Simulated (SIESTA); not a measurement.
# TePb: single point with PBEsol

TePb:

```xyz
2
Lattice="0.0000 3.2310 3.2310 3.2310 0.0000 3.2310 3.2310 3.2310 0.0000" Properties=species:S:1:pos:R:3 pbc="T T T"
Pb    0.0000    0.0000    0.0000
Te    3.2310    3.2310    3.2310
```

```yaml
Program: SIESTA 5.4.2
Task: single point
Functional: PBEsol
Potentials_or_basis: PseudoDojo 0.4 standard (PBEsol files)
Basis: DZP (energy shift 0.003 Ry; two zetas on semicore shells)
Grid_cutoff: 500 Ry
Energy_shift: 0.003 Ry
k_mesh: 7 × 7 × 7
Occupations: fermi-dirac, width 0.05 eV
Spin: no spin polarisation
```

```
Pressure          : 0.1 GPa
Hirshfeld charges : Pb +0.16; Te -0.16 e
Voronoi charges   : Pb +0.21; Te -0.21 e
```

Levels at points of the mesh, in eV from the Fermi level:
| k point | band 13 | band 14 | band 15 | band 16 | band 17 | band 18 |
| --- | --- | --- | --- | --- | --- | --- |
| (0.00, 0.00, 0.00) | -1.70 | -1.70 | -1.70 | 3.75 | 3.75 | 3.75 |

It took 36 s on 1 thread of Arm Neoverse V1 (shared host), peak memory 0.25 GiB.

Caveat: Mulliken charges of long-ranged orbitals can have an unphysical sign; this odd mesh misses L, where the gap lies, so gap, dielectric constants and Born charges aren't listed; the basis of atomic orbitals isn't converged, which shifts pressures, moduli and gaps. Spin-orbit coupling is left out, which matters for the levels of Pb, Te.
